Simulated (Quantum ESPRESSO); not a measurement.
# WS2 (Tungstenite): equation of state with PBEsol

WS2 (Tungstenite):

```
W S
1.0
     3.18000    0.00000    0.00000
    -1.59000    2.75396    0.00000
     0.00000    0.00000   12.50000
W S
2 4
Direct
  0.66667 0.33333 0.75000
  0.33333 0.66667 0.25000
  0.66667 0.33333 0.37500
  0.33333 0.66667 0.87500
  0.66667 0.33333 0.12500
  0.33333 0.66667 0.62500
```

```
Program             : Quantum ESPRESSO 7.5
Task                : equation of state
Functional          : PBEsol
Potentials or basis : GBRV 1.5 PBEsol
Cutoff              : 762 eV
Density cutoff      : 6095 eV
k mesh              : 10 × 10 × 3
Occupations         : fermi-dirac, width 0.05 eV
Spin                : no spin polarisation
```

| Property | Result |
| --- | --- |
| Equilibrium volume | 17.96 Å³/atom |
| Bulk modulus at fixed shape and positions | 167 GPa |
| Pressure derivative of the bulk modulus | 4.4 |

Energy against volume, from the lowest point:
| volume (Å³/atom) | energy (meV/atom) |
| --- | --- |
| 17.150 | 20.65 |
| 17.515 | 5.90 |
| 17.880 | 0.00 |
| 18.245 | 2.03 |
| 18.610 | 11.18 |
| 18.975 | 26.70 |
| 19.340 | 47.92 |

All runs of the series together: 9.2 min on 2 threads of Arm Neoverse V2, on a shared host.

Caveat: the cell was scaled at fixed shape and fractional positions, which overstates the stiffness of a crystal with free parameters, most of all of layers and chains; this functional lacks dispersion, which binds the layers, so the pressure and a relaxed spacing across them are unreliable. The run has no spin-orbit coupling, so splittings on W are missing.
